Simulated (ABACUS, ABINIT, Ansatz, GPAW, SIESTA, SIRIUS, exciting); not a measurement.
**One calculation of Ti, 8 ways**

```
CELL_PARAMETERS angstrom
0.02177 1.99869 2.03132
2.00646 0.00299 2.05009
2.03951 2.05051 -0.03005
ATOMIC_POSITIONS crystal
Ti 0.98433 0.00381 0.00663
```

This isn't the form of Ti at room conditions, which is hcp.

The given cell was strained at random by a few per cent at fixed volume.

Alike in all runs: task single point; functional PBEsol; k mesh 11 × 11 × 11; occupations fermi-dirac, width 0.05 eV; no spin polarisation; no spin-orbit coupling. Pressure is positive in compression and, in plane waves, holds the error of the finite cutoff, which Ansatz's Pulay term estimates and takes out.

```csv
program and potentials,plane-wave cutoff (eV),notes,pressure (GPa),energy over the undisturbed cell (meV/atom)
"Ansatz, Ansatz PAW",420,"potentials made for PBE, which Ansatz adapts in part",-0.43,5.77
"ABINIT, PseudoDojo NC SR PBEsol v0.4.1 standard",1143,-,-0.36,5.74
"SIRIUS, PseudoDojo 0.4.1 PBEsol standard (scalar relativistic)",1152,-,-0.36,5.75
"exciting, all-electron LAPW+lo, shipped species files, valence relativity iora*",-,-,-,5.82
"ABACUS, PseudoDojo NC SR 0.4.1 PBEsol standard, plane waves",1143,-,-0.36,5.75
"Ansatz, all-electron LAPW, scalar-relativistic",-,-,-0.43,-
"SIESTA, files PseudoDojo sr-pbesol-0.4.1-standard, DZP (energy shift 0.003 Ry; two zetas on semicore shells)",-,atomic basis,0.05,6.25
"GPAW, PAW data sets generated for this functional",600,-,-0.83,5.82
```

The pressure spans -0.83 (GPAW, PAW data sets generated for this functional) to 0.05 GPa (SIESTA, files PseudoDojo sr-pbesol-0.4.1-standard, DZP (energy shift 0.003 Ry; two zetas on semicore shells)), with all-electron results at -0.43. Rows in atomic bases carry the error of their basis and grid, which can be large.

The functional is the same throughout but for its coding, so the spread measures potentials, basis and numerics; runs on potential files found faulty are left out.
